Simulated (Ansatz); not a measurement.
## MgAl2O4 under a change: isotropic strain −1.45 %

The reference is MgAl₂O₄ in the spinel structure (space group Fd-3m, No. 227; a = 8.1687 Å).

Now apply this change: every lattice vector is shortened by 1.45 %; the atoms relax in the strained cell.

Computed with PBE (Ansatz, an electronic-structure program, PAW, without spin-orbit coupling). Γ-centred 6×6×6 mesh, Fermi–Dirac width 0.05 eV.

The volume per atom decreases by 0.417 Å³ (9.73 Å³ → 9.32 Å³) and the space group stays Fd-3m (No. 227). The shortest interatomic distance falls by 0.047 bohr (3.662 bohr → 3.615 bohr) and the energy rises by 11 meV/atom. The pressure increases by 8.676 GPa to 8.68 GPa and the band gap grows by 0.42 eV (5.12 eV → 5.54 eV). The gap character remains indirect, K–Γ (71 % along) → Γ and the smallest direct gap rises by 0.418 eV to 5.55 eV. The mean gap deformation potential ΔEg/Δln V comes out as -9.5 eV and the width of the top valence band stays essentially unchanged (0.32 eV against 0.33 eV). The electron mass goes from 0.37 mₑ (at Γ) to 0.38 mₑ (at Γ).

Cost of the whole job for the changed cell (relaxation, final SCF and bands): about 50 core-seconds (a rough figure).

Masses are band curvatures over ±0.01 Å⁻¹ around the edge. No phonon test of stability was made.
